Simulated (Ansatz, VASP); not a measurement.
Two plane-wave programs on Cd

```
CELL_PARAMETERS angstrom
-1.78432 1.78432 1.78432
1.78432 -1.78432 1.78432
1.78432 1.78432 -1.78432
ATOMIC_POSITIONS crystal
Cd 0.00000 0.00000 0.00000
```

This isn't the form of Cd at room conditions, which is hcp.

Alike in both runs: task relaxation of cell and atoms; functional PBE; k mesh 10 × 10 × 10; occupations fermi-dirac, width 0.05 eV; no spin polarisation.

|  | VASP | Ansatz |
| --- | --- | --- |
| version | VASP 6.6.1 | Ansatz 0.2.0 |
| potentials or method | VASP PAW PBE potentials, release 64 (Cd) | Ansatz PAW |
| plane-wave cutoff (eV) | 600 | 420 |
| valence electrons in the cell | 12 | 20 |

```tsv
	VASP	Ansatz	Ansatz less VASP
gap on the k mesh at the Fermi level, each at its own relaxed structure (eV)	none	none	-
relaxed volume (Å³/atom)	23.53	23.45	-0.086
relaxed cell length with the largest relative difference (Å)	3.127	3.123	-0.0038
energy change over the relaxation (meV/atom)	-3	-3	+0.6
```

A gap of «none» marks a metal or a gap that the smearing closes. The two sets of potentials don't hold the same shells in valence.

Caveats: the plane-wave basis is chosen anew once the cell has moved, so the energies of steps on either side of that aren't comparable (Ansatz).
